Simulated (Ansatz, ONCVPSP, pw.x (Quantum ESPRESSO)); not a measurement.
pw.x on bcc Zr: one setting changed

Potential: optimised norm-conserving Vanderbilt (ONCV), ONCVPSP 4.0.1, LDA (Perdew-Wang 92); core [Ar] 3d10, reference 4s2 4p6 4d2 5s0.5; waves: 4s+5s: rc 1.80 bohr, ncon 4, nbas 7, qcut 6.6 1/bohr, 2 projectors; 4p: rc 2.10 bohr, ncon 4, nbas 7, qcut 7.5 1/bohr, 2 projectors, debl 1.4 Ha; 4d: rc 2.15 bohr, ncon 4, nbas 9, qcut 5.7 1/bohr, 2 projectors, debl 3.4 Ha; local part: polynomial inside 1.75 bohr (lpopt 5, dvloc0 0 Ha); core correction: none. In the p channel the program set the typed energies aside and used -1.582, 0.250 Ha.

The reference run (k-mesh 13³, cutoffs 45/180 Ry, Fermi–Dirac 0.01 Ry, mixing_beta 0.4, conv_thr 1e-9, no spin) gives -0.30 GPa at 21.346 Å³/atom, where all-electron LAPW gives -0.43 GPa. This run, with its own iteration cap, changes degauss to 0.02.

```
&control
  calculation='scf', prefix='x', pseudo_dir='./', outdir='./tmp', tstress=.true., disk_io='none'
/
&system
  ibrav=0, nat=1, ntyp=1, ecutwfc=45, ecutrho=180, nbnd=14,
  occupations='smearing', smearing='fd', degauss=0.02
/
&electrons
  conv_thr=1e-09, mixing_beta=0.4, electron_maxstep=50
/
ATOMIC_SPECIES
Zr 1.0 Zr.UPF
CELL_PARAMETERS angstrom
  -1.74750665 1.74750665 1.74750665
  1.74750665 -1.74750665 1.74750665
  1.74750665 1.74750665 -1.74750665
ATOMIC_POSITIONS crystal
Zr 0.0000 0.0000 0.0000
K_POINTS automatic
13 13 13 0 0 0
```

```bash
pw.x < Zr.scf.in > Zr.scf.out
```

Question: How does the run end?

Answer: It converges in 9 iterations; the free energy moves by -148.3 meV/atom and the pressure by +1.67 GPa. In a metal, with Fermi–Dirac smearing, F lies below its zero-width value by a term in the square of the width.

```
Message from routine setup:
     using ibrav=0 with symmetry is DISCOURAGED, use correct ibrav instead
     lattice parameter (alat)  =       5.7198  a.u.
     unit-cell volume          =     144.0499 (a.u.)^3
     number of electrons       =        12.00
     number of Kohn-Sham states=           14
     kinetic-energy cutoff     =      45.0000  Ry
     charge density cutoff     =     180.0000  Ry
     scf convergence threshold =      1.0E-09
     Exchange-correlation= SLA  PW   NOGX NOGC
     number of k points=    84  Fermi-Dirac smearing, width (Ry)=  0.0200
     iteration #  1     ecut=    45.00 Ry     beta= 0.40
     total energy              =     -94.79693594 Ry
     estimated scf accuracy    <       1.38160999 Ry
     iteration #  2     ecut=    45.00 Ry     beta= 0.40
     total energy              =     -94.80359822 Ry
     estimated scf accuracy    <       0.16301924 Ry
     iteration #  3     ecut=    45.00 Ry     beta= 0.40
     total energy              =     -94.84016653 Ry
     estimated scf accuracy    <       0.00171422 Ry
     [... 3 iterations left out ...]
     iteration #  7     ecut=    45.00 Ry     beta= 0.40
     total energy              =     -94.84038848 Ry
     estimated scf accuracy    <       0.00000002 Ry
     iteration #  8     ecut=    45.00 Ry     beta= 0.40
     total energy              =     -94.84038848 Ry
     estimated scf accuracy    <          1.2E-09 Ry
     iteration #  9     ecut=    45.00 Ry     beta= 0.40
     the Fermi energy is    14.9028 ev
!    total energy              =     -94.84038848 Ry
     estimated scf accuracy    <          5.5E-12 Ry
     smearing contrib. (-TS)   =      -0.02825818 Ry
     The total energy is F=E-TS. E is the sum of the following terms:
     one-electron contribution =     -16.94592606 Ry
     hartree contribution      =      13.25057030 Ry
     xc contribution           =     -11.77083475 Ry
     ewald contribution        =     -79.34593980 Ry
     convergence has been achieved in   9 iterations
          total   stress  (Ry/bohr**3)                   (kbar)     P=       13.67
     Message from routine punch:
     Nothing written, as per user request (disk_io='none')
```

The run took about 7.1 s on one core of a shared host (Intel(R) Xeon(R) Platinum 8488C, 96 threads, 744 GiB, load 32).
